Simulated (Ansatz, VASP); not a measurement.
# CaB2 in VASP and in Ansatz

Contents of INCAR:

```
ALGO     = Normal         # electronic algorithm
EDIFF    = 1E-7           # SCF threshold, eV
ENCUT    = 520            # plane-wave cutoff, eV
GGA      = PE             # functional
ISIF     = 2              # what is computed and relaxed
ISMEAR   = -1             # smearing method
LASPH    = T              # aspherical terms in the spheres
LCHARG   = F              # write CHGCAR
LREAL    = F              # projectors in reciprocal space
LWAVE    = F              # write WAVECAR
NBANDS   = 15             # bands
NELM     = 60             # most SCF steps
PREC     = Accurate       # precision mode
SIGMA    = 0.05           # smearing width, eV
```

File KPOINTS:

```
k-points
0
Gamma
  9 9 7
```

Contents of POSCAR:

```
CaB2
1.0
    3.2264302843      0.0000000000      0.0000000000
   -1.6132151421      2.7941705897      0.0000000000
    0.0000000000      0.0000000000      4.0673920000
Ca B
1 2
Direct
   -0.0023580000     -0.0003380000     -0.0003880000
    0.6686930000      0.3305760000      0.4981870000
    0.3449910000      0.6738080000      0.5078370000
```

File input.yaml:

```yaml
crystal:
  lattice:
    - [3.2264302843, 0.0, 0.0]
    - [-1.6132151421, 2.7941705897, 0.0]
    - [0.0, 0.0, 4.067392]
  atoms:
    - { symbol: Ca, position: [-0.002358, -0.000338, -0.000388] }
    - { symbol: B, position: [0.668693, 0.330576, 0.498187] }
    - { symbol: B, position: [0.344991, 0.673808, 0.507837] }
hamiltonian:
  xc: pbe
  pseudopotentials: { kind: paw }
kpoints:
  mp_grid: { grid: [9, 9, 7] }
scf:
  occupations: { method: fermi_dirac, width: 0.05 }
output:
  forces: true
  stress: true
  eigenvalues: true
```

Change from the starting cell: atoms moved at random, drawn with an rms of 0.05 Å.

Alike in both runs: task single point; functional PBE; k mesh 9 × 9 × 7; occupations fermi-dirac, width 0.05 eV; no spin polarisation.

|  | VASP | Ansatz |
| --- | --- | --- |
| version | VASP 6.6.1 | Ansatz 0.2.0 |
| potentials or method | VASP PAW PBE potentials, release 64 (Ca_sv, B) | Ansatz PAW |
| plane-wave cutoff (eV) | 520 | 420 |
| valence electrons in the cell | 16 | 16 |

```csv
,VASP,Ansatz,Ansatz less VASP
gap on the k mesh at the Fermi level (eV),none,none,-
pressure (GPa),0.0,-0.3,-0.29
largest component of the traceless stress (GPa),0.72,0.65,-0.073
rms of the force components (eV/Å),0.167,0.166,-0.0005
```

Atom by atom the forces differ by 0.001 eV/Å (rms over components). A gap of «none» marks a metal or a gap that the smearing closes. The functional is the same, so the differences come from potentials, cutoffs and numerics.
